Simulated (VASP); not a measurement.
Hg, 1 atom in the cell. It takes space group Pm-3m (No. 221, cubic). Conventional cell: a = 3.172 Å, b = 3.172 Å, c = 3.172 Å, α = 90.00°, β = 90.00°, γ = 90.00°. Hg (site symmetry m-3m) has 6 Hg at 3.17 Å as nearest neighbours. 

- Program: VASP 6.6.1
- Task: relaxation of cell and atoms
- Functional: PBE
- Potentials or basis: VASP PAW PBE potentials, release 64 (Hg)
- Cutoff: 600 eV
- k mesh: 13 × 13 × 13
- Occupations: fermi-dirac, width 0.05 eV
- Spin: no spin polarisation
- Dipole correction: no
- Further INCAR settings: ALGO = Normal; EDIFF = 1e-06; IBRION = 2; EDIFFG = -0.005; NSW = 60; ISIF = 3

Potentials or basis: VASP PAW PBE potentials, release 64 (Hg).

Launch:

```console
$ cat potpaw_PBE.64/Hg/POTCAR > POTCAR
$ mpirun -np 1 vasp_std > vasp.out
```

Hardware: 1 thread of AMD EPYC 7R13 Processor (Zen 3), on a shared host.

**Question.** How long does it take, and how much memory?

**Answer.** It took 62 s on 1 thread of AMD EPYC 7R13 Processor (Zen 3), with other jobs on the host, peak memory 0.15 GiB. Counts: scf iterations 31, k points 84, ion steps 4.
